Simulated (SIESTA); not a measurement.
Crystal: ZnS (Wurtzite-4H).

```
Zn S
1.0
     3.82270    0.00000    0.00000
    -1.91135    3.31056    0.00000
     0.00000    0.00000   12.52000
Zn S
4 4
Direct
  0.66667 0.33333 0.75000
  0.33333 0.66667 0.25000
  0.00000 0.00000 0.50000
  0.00000 0.00000 0.00000
  0.66667 0.33333 0.93750
  0.33333 0.66667 0.43750
  0.00000 0.00000 0.68750
  0.00000 0.00000 0.18750
```

Base run:

```yaml
Program: SIESTA 5.4.2
Functional: PBEsol
Potentials_or_basis: PseudoDojo 0.4 standard (PBEsol files)
Basis: DZP (energy shift 0.002 Ry)
Grid_cutoff: 800 Ry
Energy_shift: 0.002 Ry
k_mesh: 8 × 8 × 3
Occupations: fermi-dirac, width 0.05 eV
Spin: no spin polarisation
```

Its results: band gap on the k mesh 2.63 eV, direct; pressure -0.3 GPa; largest force 0.026 eV/Å.

After a change of settings the same cell gave: band gap on the k mesh 2.71 eV, direct; pressure 0.0 GPa; largest force 0.023 eV/Å. Which change was it?
A. functional from PBEsol to AM05
B. functional from PBEsol to PBE; potentials or basis from PseudoDojo 0.4 standard (PBEsol files) to PseudoDojo 0.5 standard (PBE files)
C. functional from PBEsol to RGE2; potentials or basis from PseudoDojo 0.4 standard (PBEsol files) to PseudoDojo 0.4 standard (PBE files)
D. functional from PBEsol to PW86PBE; potentials or basis from PseudoDojo 0.4 standard (PBEsol files) to PseudoDojo 0.4 standard (PBE files)

A.

Caveats: semicore shells carry a single zeta, which can move pressures by several GPa and volumes by a few percent; the valence orbitals were made in a potential fitted to the semicore shell under them, which widens gaps by tenths of an eV or more; the basis of atomic orbitals isn't converged, which shifts pressures, moduli and gaps; the potentials were made for another functional, which shifts forces and pressure (some runs).

Not every run made on this cell is shown here.
